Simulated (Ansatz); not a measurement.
# KCl: the cost of one run

Program: Ansatz 0.2.0. Level of theory: DFT PBEsol, scalar-relativistic. These are calculated values, not measurements.

**1. The system as given**

Symmetry: Fm-3m, No. 225, cubic system. Conventional cell: a = 6.312 Å, b = 6.312 Å, c = 6.312 Å, α = 90.00°, β = 90.00°, γ = 90.00°. K (site symmetry m-3m) has 6 Cl at 3.16 Å as nearest neighbours. Cl (site symmetry m-3m) is surrounded by 6 K at 3.16 Å.

As a file:

```xyz
2
Lattice="0.0000 3.1561 3.1561 3.1561 0.0000 3.1561 3.1561 3.1561 0.0000" Properties=species:S:1:pos:R:3 pbc="T T T"
K     0.0000    0.0000    0.0000
Cl    3.1561    3.1561    3.1561
```

Atoms are numbered in the order of the input: K1, Cl2.

**2. The deformed structure**

Space group Fm-3m before, I4/mmm after.

**3. Full-potential LAPW**

Input file input.yaml:

```yaml
crystal:
  lattice:
    - [0.0, 3.1561, 3.124539]
    - [3.1561, 0.0, 3.124539]
    - [3.1561, 3.1561, 0.0]
  atoms:
    - { symbol: K, position: [0.0, 0.0, 0.0] }
    - { symbol: Cl, position: [0.5, 0.5, 0.5] }
kpoints:
  mp_grid: { grid: [7, 7, 7] }
  band_path:
    path:
      - [0.0, 0.0, 0.0]
      - [0.0, 0.5, 0.5]
      - [0.25, 0.75, 0.5]
      - [0.0, 0.5, 0.0]
      - [0.0, 0.0, 0.0]
      - [0.5, 0.5, 0.0]
      - [0.3775380063, 0.6224619937, 0.0]
      - [-0.3775380063, 0.3775380063, 0.0]
      - [0.0, 0.0, 0.0]
    npoints: 5
scf:
  occupations: { method: fermi_dirac, width: 0.03 }
hamiltonian:
  xc: pbesol
  pseudopotentials: { kind: all_electron, lapw: { basis_error: 0.0005 } }
output:
  forces: true
  stress: true
  eigenvalues: true
```

On the command line:

```
ansatz run input.yaml --threads 1 --pin off --max-ram 3072MiB --backend cpu --events-out ev --progress --plain --runs-dir out
```

**Question.** How long does this run take on 1 thread of Intel Xeon Platinum 8488C (Sapphire Rapids), shared host, and how much memory does it need?

About 5.3 s, with a peak of 0.3 GiB.
